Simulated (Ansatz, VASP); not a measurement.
**One calculation of BiTe, two programs**

Contents of INCAR:

```
PREC     = Accurate       # precision mode
ENCUT    = 520            # plane-wave cutoff, eV
EDIFF    = 1E-6           # SCF threshold, eV
ISMEAR   = 0              # smearing method
SIGMA    = 0.15           # smearing width, eV
LREAL    = F              # projectors in reciprocal space
LASPH    = T              # aspherical terms in the spheres
NELM     = 100            # most SCF steps
ALGO     = Normal         # electronic algorithm
ISIF     = 2              # what is computed and relaxed
LWAVE    = F              # write WAVECAR
LCHARG   = T              # write CHGCAR
GGA      = PE             # functional
LELF     = T              # ELF
LVHAR    = T            
NBANDS   = 18             # bands
```

KPOINTS

```
regular mesh
0
Gamma
  12 12 12
```

Contents of POSCAR:

```
BiTe
1.0
    0.0000000000      3.2511939987      3.2511939987
    3.2511939987      0.0000000000      3.2511939987
    3.2511939987      3.2511939987      0.0000000000
Bi Te
1 1
Direct
    0.0000000000      0.0000000000      0.0000000000
    0.5000000000      0.5000000000      0.5000000000
```

Input for Ansatz:

```yaml
crystal:
  lattice:
    - [0.0, 3.2511939987, 3.2511939987]
    - [3.2511939987, 0.0, 3.2511939987]
    - [3.2511939987, 3.2511939987, 0.0]
  atoms:
    - { symbol: Bi, position: [0.0, 0.0, 0.0] }
    - { symbol: Te, position: [0.5, 0.5, 0.5] }
basis:
  ecutwfc: 420
kpoints:
  mp_grid: { grid: [12, 12, 12] }
hamiltonian:
  xc: pbe
scf:
  occupations: { method: gaussian, width: 0.15 }
output:
  forces: true
  stress: true
  eigenvalues: true
  write_density: true
  write_potential: true
  elf: true
  volumetric_format: npy
```

Alike in both runs: task single point; functional PBE; k mesh 12 × 12 × 12; occupations gaussian, width 0.15 eV; no spin polarisation.

|  | VASP | Ansatz |
| --- | --- | --- |
| version | VASP 6.6.1 | Ansatz 0.2.0 |
| potentials or method | VASP PAW PBE potentials, release 64 (Bi_d, Te) | scalar-relativistic, plane waves, PAW |
| plane-wave cutoff (eV) | 520 | 420 |
| valence electrons in the cell | 21 | 31 |

|  | VASP | Ansatz | Ansatz less VASP |
| --- | --- | --- | --- |
| gap on the k mesh at the Fermi level (eV) | none | none | - |
| pressure (GPa) | -0.1 | 0.0 | +0.08 |

A gap of «none» marks a metal or a gap that the smearing closes. The functional is the same, so the differences come from potentials, cutoffs and numerics. The two sets of potentials don't hold the same shells in valence.

Caveats: spin-orbit coupling is left out, which moves the levels of the heavy elements.
